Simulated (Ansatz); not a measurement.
# BN: distorted cells

The calculation used Ansatz 0.2.0, DFT PBE, scalar-relativistic, plane waves, PAW.

Plane waves to 420 eV, a k mesh through Γ of 12×12×12 on the computed 2-atom cell and Gaussian smearing (0.02 eV); no spin polarisation.

Reference cell:

```xyz
2
Lattice="0.0000 3.4953 2.1661 1.2516 0.0000 2.1661 1.2516 3.4953 0.0000" Properties=species:S:1:pos:R:3 pbc="T T T"
B     1.2516    3.4953    0.0002
N     1.2516    3.4953    2.8881
```

Each variant moves atoms of this cell by the vectors given, if any (Å), and then applies a symmetric strain (tensor components, Cartesian axes). The reference cell isn't relaxed at this level. Energies are per atom at zero smearing, counted from the lowest variant. Pressure is positive in compression.

1. strain (xx yy zz yz xz xy, %) 0.75 0.63 -0.81 -0.59 0.00 0.00; moves: B1 (0.000, -0.001, 0.030); N2 (0.000, 0.001, -0.030)
2. strain (xx yy zz yz xz xy, %) -1.54 2.62 6.30 0.00 -0.09 0.00; moves: B1 (0.048, 0.000, 0.036); N2 (-0.048, 0.000, -0.036)
3. strain (xx yy zz yz xz xy, %) -7.54 -0.33 -1.32 -6.00 -0.02 -1.85; moves: B1 (0.210, 0.107, -0.083); N2 (-0.210, -0.107, 0.083)
4. strain (xx yy zz yz xz xy, %) 4.27 -0.26 -0.20 0.33 2.61 -1.74; moves: B1 (-0.024, -0.013, 0.013); N2 (0.024, 0.013, -0.013)
5. strain (xx yy zz yz xz xy, %) 0.21 2.72 3.71 0.00 0.00 0.00; moves: B1 (0.000, 0.000, -0.060); N2 (0.000, 0.000, 0.060)
6. strain (xx yy zz yz xz xy, %) -1.26 -2.88 -1.45 0.00 2.00 0.00; moves: B1 (0.028, 0.000, -0.053); N2 (-0.028, 0.000, 0.053)
7. strain (xx yy zz yz xz xy, %) 1.51 2.27 7.89 0.00 0.00 0.00; moves: B1 (0.000, 0.000, 0.030); N2 (0.000, 0.000, -0.030)

```
result  ΔE (meV/atom) P (GPa) largest force (eV/Å) gap on mesh (eV)
     A          160.1    18.98                  5.74              3.09
     B          119.6    -5.81                  4.66              2.98
     C         1561.6    77.06                  9.06                 0
     D          212.2    -1.73                  5.67              4.06
     E           60.5    -6.91                  2.28              3.97
     F            0.0     4.09                  2.11              4.37
     G          125.0   -19.15                  1.61              3.96
```

Which variant gave which result?

A is 6, B is 5, C is 3, D is 2, E is 4, F is 1, G is 7.

Each cell of BN holds layers, and where no dispersion correction was added their binding is poorly described. The smearing is narrow for a metal on this mesh.

This form isn't the usual stable structure of the compound.